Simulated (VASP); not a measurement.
Input of a VASP 6.6.1 run:

INCAR

```
PREC = Accurate
ENCUT = 520
EDIFF = 1E-6
ISMEAR = 0
SIGMA = 0.05
LREAL = False
LASPH = True
NELM = 100
ALGO = Fast
ISIF = 2
LWAVE = False
LCHARG = False
GGA = PE
IVDW = 12
NBANDS = 28
```

File KPOINTS:

```
Automatic mesh
0
Gamma
  8 6 6
```

Contents of POSCAR:

```
SnO
1.0
    3.3214549500      0.0000000000      0.0000000000
    0.0000000000      5.6173629600      0.0000000000
    0.0000000000      0.0000000000      4.2219700000
Sn O
2 2
Direct
    0.0000000000      0.2319090000      0.5131440000
    0.5000000000      0.7680910000      0.0131440000
    0.0000000000      0.8912500000      0.7368570000
    0.5000000000      0.1087500000      0.2368570000
```

Potentials or basis: VASP PAW PBE potentials, release 64 (Sn_d, O).

Run with:

```bash
$ cat potpaw_PBE.64/Sn_d/POTCAR potpaw_PBE.64/O/POTCAR > POTCAR
$ mpirun -np 1 vasp_std > vasp.out
```

Q: What does it give for the largest force?

A: 0.283 eV/Å.

Q: Estimate the dispersion energy per atom.

A: -0.210 eV.

Stress tensor (GPa, compression positive):
```
 0.63  0.00  0.00
 0.00  0.82  0.00
 0.00  0.00 -0.01
```
